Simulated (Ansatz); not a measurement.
# SiGe: a hydrostatic pressure series

The task here is to estimate one member of a computed series from the others.

Method: DFT PBEsol, scalar-relativistic, plane waves, PAW, in Ansatz 0.2.0.

1 further run of the same task is left out (set aside as unsound or not needed).

## The structure to begin with

Symmetry: P6_3mc, No. 186, hexagonal system. The conventional cell has a = 3.901 Å, b = 3.901 Å, c = 6.443 Å, α = 90.00°, β = 90.00°, γ = 120.00°. Si (site symmetry 3m) is surrounded by 4 Ge at 2.39 to 2.41 Å. Around Ge (site symmetry 3m) lie 4 Si at 2.39 to 2.41 Å.

As a file:

```
CELL_PARAMETERS angstrom
3.90060 0.00000 0.00000
-1.95030 3.37802 0.00000
0.00000 0.00000 6.44339
ATOMIC_POSITIONS crystal
Si 0.66667 0.33333 0.87455
Si 0.33333 0.66667 0.37455
Ge 0.66667 0.33333 0.50045
Ge 0.33333 0.66667 0.00045
```

It goes back to an entry of the Materials Project, which need not be the stable form.

It is the result of an earlier relaxation at this level (volume 21.22 Å³/atom; gap on the mesh: 0.35 eV).

The first run:

input.yaml reads:

```yaml
crystal:
  lattice:
    - [3.9375875234, 0.0, 0.0]
    - [-1.9687937617, 3.4100508249, 0.0]
    - [0.0, 0.0, 6.5044975637]
  atoms:
    - { symbol: Si, position: [0.6666666667, 0.3333333333, 0.874546342] }
    - { symbol: Si, position: [0.3333333333, 0.6666666667, 0.374546342] }
    - { symbol: Ge, position: [0.6666666667, 0.3333333333, 0.500452658] }
    - { symbol: Ge, position: [0.3333333333, 0.6666666667, 0.000452658] }
basis:
  ecutwfc: 420
kpoints:
  mp_grid: { grid: [12, 12, 6] }
hamiltonian:
  xc: pbesol
scf:
  occupations: { method: gaussian, width: 0.02 }
output:
  forces: true
  stress: true
  eigenvalues: true
relax:
  adjacent_minimum: "off"
  f_tol: 0.008
  max_steps: 50
  cell: { stress_tol: 0.08, p_target: -3.0 }
```

The run is started by

```bash
> ansatz run input.yaml --threads 1 --pin off --max-ram 2560MiB --backend cpu --events-out ev --progress --plain --runs-dir out
```

Among the steps run: Relaxing at -3 GPa; The gap over the whole zone at -3 GPa; Relaxing at 3 GPa; Seeking the band edges at 3 GPa; Target pressure 8 GPa; The gap over the whole zone at 8 GPa; Relaxing at 15 GPa; Band edges over the zone at 15 GPa; 30 GPa; 60 GPa.

One table of the session follows, with a row left open; its other results are not shown here.

```
P (GPa)  V (Å³/atom)  a (Å)  b (Å)  c (Å)  ΔH (eV/atom)
     -3        22.10  3.954  3.954  6.532        -0.405
      0        21.22  3.901  3.901  6.443         0.000
      3        20.51  3.856  3.856  6.372         0.391
      8        19.55  3.793  3.793  6.277         1.015
     15            ?      ?      ?      ?             ?
     30        16.92  3.608  3.608  6.005         3.499
     60        14.91  3.435  3.435  5.839         6.464
```

Estimate the missing values for P (GPa) = 15.

Worked estimate for «V (Å³/atom)». A straight line through the neighbours (8, 19.55) and (30, 16.92) gives 19.55 + (16.92 − 19.55) × (15 − 8) / (30 − 8) = 18.71; a parabola fitted to 4 rows on both sides gives 18.65.

**Answer.** V (Å³/atom): 18.51; a (Å): 3.722; b (Å): 3.722; c (Å): 6.170; ΔH (eV/atom): 1.845. In «V (Å³/atom)» the line misses by +0.20 and the parabola by +0.14.

ΔH is E + PV over the energy at zero pressure; a, b and c are the vectors of the computed cell. Gaps are Kohn-Sham gaps over the whole zone (d direct, i indirect).

Caveats from the session: Other structures may take over in this range; these runs cannot find them.
